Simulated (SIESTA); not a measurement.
# TiSi2: equation of state with LDA

TiSi2:

```
Ti Si
1.0
     0.00000    4.11752    4.26290
     2.38951    0.00000    4.26290
     2.38951    4.11752    0.00000
Ti Si
2 4
Direct
  0.75000 0.75000 0.75000
  0.50000 0.50000 0.50000
  0.41257 0.08743 0.41257
  0.08743 0.41257 0.08743
  0.16257 0.83743 0.16257
  0.83743 0.16257 0.83743
```

The cell is a database's computed one.

```yaml
Program: SIESTA 5.4.2
Task: equation of state
Functional: LDA
Potentials_or_basis: PseudoDojo 0.4 standard (LDA files)
Basis: DZP (energy shift 0.003 Ry; two zetas on semicore shells)
Grid_cutoff: 800 Ry
Energy_shift: 0.003 Ry
k_mesh: 5 × 5 × 5
Occupations: fermi-dirac, width 0.05 eV
Spin: no spin polarisation
```

The equilibrium volume is 13.55 Å³/atom, the bulk modulus at fixed shape and positions is 159 GPa and the pressure derivative of the bulk modulus is 4.4.

Energy against volume, from the lowest point:
```csv
volume (Å³/atom),energy (meV/atom)
13.142,5.86
13.421,0.00
13.701,0.16
13.981,5.73
14.260,16.11
14.540,30.82
14.820,49.41
```

All runs of the series together: 33 min on 1 thread of Arm Neoverse V1, with other jobs on the host.

Caveat: the cell was scaled at fixed shape and fractional positions, which overstates the stiffness of a crystal with free parameters, most of all of layers and chains; the basis of atomic orbitals isn't converged, which shifts pressures, moduli and gaps.
